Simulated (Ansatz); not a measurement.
The system is PbO2.

```
Pb O
1.0
     0.00000    2.70199    2.70199
     2.70199    0.00000    2.70199
     2.70199    2.70199    0.00000
Pb O
1 2
Direct
  0.00000 0.00000 0.00000
  0.75000 0.75000 0.75000
  0.25000 0.25000 0.25000
```

The cell comes from a database or a generator and needn't be the stable form of this composition.

```yaml
Program: Ansatz 0.2.0
Task: relaxation of cell and atoms
Functional: PBEsol
Potentials_or_basis: all-electron LAPW, scalar-relativistic
Basis_error_allowed: 0.002 eV/atom
k_mesh: 9 × 9 × 9
Occupations: fermi-dirac, width 0.05 eV
Spin: no spin polarisation
```

At the start: volume 13.15 Å³/atom.

Question: How do energy, volume and symmetry change on relaxing?

Answer: Over 5 steps the energy falls by 9.7 meV/atom and the volume is 12.63 Å³/atom (-4.0 %); space group Fm-3m (No. 225, to 0.05 Å).

Step by step:
| step | energy change (eV) | largest force (eV/Å) | volume (Å³) |
| --- | --- | --- | --- |
| 1 | 0.0000 | 0.0000 | 39.45 |
| 2 | -0.0272 | 0.0000 | 37.51 |
| 3 | -0.0290 | 0.0000 | 37.91 |
| 4 | -0.0290 | 0.0000 | 37.88 |
| 5 | -0.0290 | 0.0000 | 37.88 |

Final structure:
```
Pb O
1.0
     0.00000    2.66564    2.66564
     2.66564    0.00000    2.66564
     2.66564    2.66564    0.00000
Pb O
1 2
Cartesian
  0.0000 0.0000 0.0000
  3.9985 3.9985 3.9985
  1.3328 1.3328 1.3328
```
